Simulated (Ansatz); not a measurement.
This Sn structure is the end of a relaxation. The cell was found from a structure generator's guess, not taken from experiment.

Theory: DFT PBE, scalar-relativistic, plane waves, PAW (Ansatz). Cutoff 420 eV, Γ-centred mesh, Gaussian smearing, no spin polarisation.

```xyz
7
Lattice="6.0920 0.0000 0.0000 0.0000 6.0920 0.0000 0.0000 0.0000 6.0920" Properties=species:S:1:pos:R:3 pbc="T T T"
Sn    3.0460    3.0460    0.0000
Sn    0.0000    3.0460    3.0460
Sn    3.0460    0.0000    3.0460
Sn    3.0460    3.0460    3.0460
Sn    3.0460    0.0000    0.0000
Sn    0.0000    3.0460    0.0000
Sn    0.0000    0.0000    3.0460
```

Energies count from the standard state of Sn at the same level. The references include grey tin.

(1) Find its symmetry and describe it.

(2) How far does it lie from the standard state of Sn?

(3) Is it a metal?

(4) From what recipe could a structure generator have reached it?

Answers

(1) Pm-3m (No. 221). Conventional cell: a = 6.092 Å. Around Sn on a site of symmetry 4/mmm lie 6 Sn at 3.05 Å; Sn on a site of symmetry m-3m has 6 Sn at 3.05 Å; Sn on a second site of symmetry 4/mmm has 4 Sn at 3.05 Å.

(2) +0.21 eV/atom. It lies above the standard state, so it could only be metastable.

(3) Yes, bands cross the Fermi level on the 6×6×6 mesh.

(4) One such recipe: 4-, 6-connected net of one element (Pm-3m, No. 221). Other recipes can lead to the same cell.

The last run used a 6×6×6 mesh for its 7-atom cell and Gaussian smearing of 0.10 eV. Symmetry constrained the relaxation, so the result can be a saddle point. Another cell of Sn relaxed alike, in P-6m2, lies 20 meV/atom lower, so this cell isn't the stable form at this level.
